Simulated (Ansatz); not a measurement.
A one-shot G0W0 calculation of MgO built on the CsCl prototype with Ansatz, at the level G0W0@PBE with 67 empty bands, a screening cutoff of 140 eV and a 6×6×6 mesh, norm-conserving potentials. Cell and atoms come from a relaxation with r2SCAN.

```yaml
crystal:
  lattice:
    - [2.6233491281, 0.0, 0.0]
    - [0.0, 2.6233491281, 0.0]
    - [0.0, 0.0, 2.6233491281]
  atoms:
    - { symbol: Mg, position: [0.0, 0.0, 0.0] }
    - { symbol: O, position: [0.5, 0.5, 0.5] }
kpoints:
  mp_grid: { grid: [6, 6, 6] }
hamiltonian:
  xc: pbe
  pseudopotentials: { kind: nc }
scf:
  occupations: { method: fixed }
gw:
  n_empty_bands: 67
  ecut_chi: 140
  qp_bands: [v2, c2]
  qp_kpoints: band_edges
  screening: { model: contour_deformation }
```

The output follows, shortened, with numbered blanks.
```
Pseudopotential: Mg, nc, valence charge 10, recommended cutoff 1142.878222 eV (normal)
Pseudopotential: O, nc, valence charge 6, recommended cutoff 1240 eV (normal)
Functional definition: PBE
Crystal: 2 atoms, lattice volume = 18.054 Å³
Basis set: ecut = 1240 eV, 1791 PW (Γ)
Bands: 12, of which v1, the nominal top of the filled ones, is band 8 counted from 1 (7 counted from 0)
Symmetry: 48 space group operations
Space group: Pm-3m (ITA 221)
k-points: 20 of 216
SCF converged after 7 iterations
Free energy (F): -2081.878957 eV
Fermi energy:    10.156142 eV
--- Per-component energies (eV) ---
  E_band       = -287.947708
  E_kinetic    = 1246.078195
  E_local      = -1602.279625
  E_nonlocal   = -594.302317
  E_hartree    = 538.505028
  E_xc         = -346.736141
  E_vxc        = -414.449683
  E_ewald      = -1323.144096
--- G₀W₀: contour deformation, 6 samples at zero and on the imaginary axis and 2 off it, 216 q-points, 67 empty bands' worth ---
    ik  band        ε_KS         Σx   Σc(E_QP)       V_xc       Z   E_QP_lin       E_QP  E_QP is
     0     7      9.1403   -25.8448     4.3214   -20.4593  0.7712     8.0623     8.0762  root
     0     8      9.1403   -25.8448     4.3214   -20.4593  0.7712     8.0623     8.0762  root
     0     9     12.7973   -10.8912    -3.6413   -15.4174  0.8325    13.6876    13.6822  root
     0    10     20.6485    -3.8877    -4.8329    -9.4932  0.8320    21.4267    21.4210  root
     3     7  [1]
     3     8      9.5924   -26.1522     4.3004   -20.8380  0.7721     8.5665     8.5786  root
     3     9     17.2849    -8.7620    -4.4814   -14.2909  0.8260    18.3433    18.3323  root
     3    10     19.7136   -11.5290    -5.2458   -18.3099  0.7764    21.2892    21.2487  root
     6     7      8.3088   -25.0299     4.4210   -19.4422  0.7673     7.1226     7.1422  root
     6     8      9.7260   -26.2749     4.2858   -20.9928  0.7724     8.7182     8.7298  root
     6     9     18.4283    -9.2292    -4.6479   -15.0349  0.8143    19.6018    19.5862  root
     6    10     18.8820    -9.9631    -4.9043   -16.2062  0.7973    20.2450    20.2207  root
     7     7      6.1300   -23.8093     4.8622   -17.6036  0.7477     4.7504     4.7866  root
     7     8      9.8670   -26.4146     4.2685   -21.1694  0.7729     8.8794     8.8904  root
     7     9     17.2114    -8.9963    -4.4496   -14.5666  0.8181    18.3450    18.3320  root
     7    10  [2]
     8     7  [3]
     8     8     10.0075   -26.5516     4.2556   -21.3393  0.7732     9.0405     9.0509  root
     8     9     16.4544    -6.9995    -4.4299   -12.3463  0.8337    17.3791    17.3714  root
     8    10     20.5459    -8.9305    -5.1589   -15.3477  0.7935    21.8265    21.8041  root
     9     7  [4]
     9     8     10.1561   -26.7097     4.2407   -21.5345  0.7735     9.2120     9.2217  root
     9     9     15.1663    -5.9533    -4.3398   -11.0576  0.8455    15.9356    15.9308  root
     9    10     22.4626    -9.3077    -5.9082   -16.5891  0.7539    23.8627    23.8358  root
    10     7  [5]
    10     8      8.0916   -24.7813     4.4602   -19.1265  0.7656     6.8759     6.8971  root
    10     9     16.1701   -12.5247    -3.9523   -17.7150  0.8076    17.4227    17.4080  root
    10    10     21.6266    -6.3073    -5.2059   -12.5665  0.7998    22.6962    22.6798  root
    12     7      8.3180   -25.0121     4.3730   -19.4748  0.7684     7.1346     7.1538  root
    12     8      8.6737   -25.3897     4.4555   -19.8042  0.7673     7.5261     7.5438  root
    12     9     18.6971   -10.0207    -4.8290   -16.1771  0.7998    20.0475    20.0245  root
    12    10     19.3398    -9.6810    -4.8353   -15.7734  0.8022    20.6169    20.5968  root
    17     7      6.8902   -24.3660     4.7208   -18.3579  0.7564     5.5738     5.6029  root
    17     8  [6]
    17     9     17.5598    -7.4380    -4.5577   -13.0081  0.8269    18.5826    18.5721  root
    17    10     18.6065    -5.7228    -4.7577   -11.3895  0.8299    19.5249    19.5155  root
  […]
```

The points are ik 0 = (0, 0, 0) (Γ), ik 3 = (0, 0, -1/2), ik 6 = (0, 1/6, -1/2), ik 7 = (0, 1/3, 1/3), ik 8 = (0, 1/3, -1/2), ik 9 = (0, -1/2, -1/2), ik 10 = (1/6, 1/6, 1/6), ik 12 = (1/6, 1/6, -1/2), ik 17 = (1/3, 1/3, -1/2), ik 19 = (-1/2, -1/2, -1/2); band 8 is the last filled one.

Q: What stood in the gaps? They hold quasiparticle rows.

A:
```
[1]
     3     7      9.5924   -26.1522     4.3004   -20.8380  0.7721     8.5665     8.5786  root
[2]
     7    10     19.8651    -7.1811    -4.9989   -13.2388  0.8099    20.9386    20.9240  root
[3]
     8     7      6.2954   -24.0177     4.8292   -17.8565  0.7500     4.9298     4.9634  root
[4]
     9     7      5.4187   -23.6494     5.0381   -17.2420  0.7401     4.0036     4.0495  root
[5]
    10     7      8.0916   -24.7813     4.4602   -19.1265  0.7656     6.8759     6.8971  root
[6]
    17     8      7.1474   -24.4982     4.7581   -18.4731  0.7557     5.8533     5.8804  root
```
Only the leading digits can be foreseen; the rest is this run's record.

Run as `ansatz run input.yaml --threads 2 --pin off --max-ram 3686MiB --backend cpu --events-out ev --progress --plain --runs-dir out`.

These are computed values for a spin-unpolarised cell that may be hypothetical; none is a measurement.
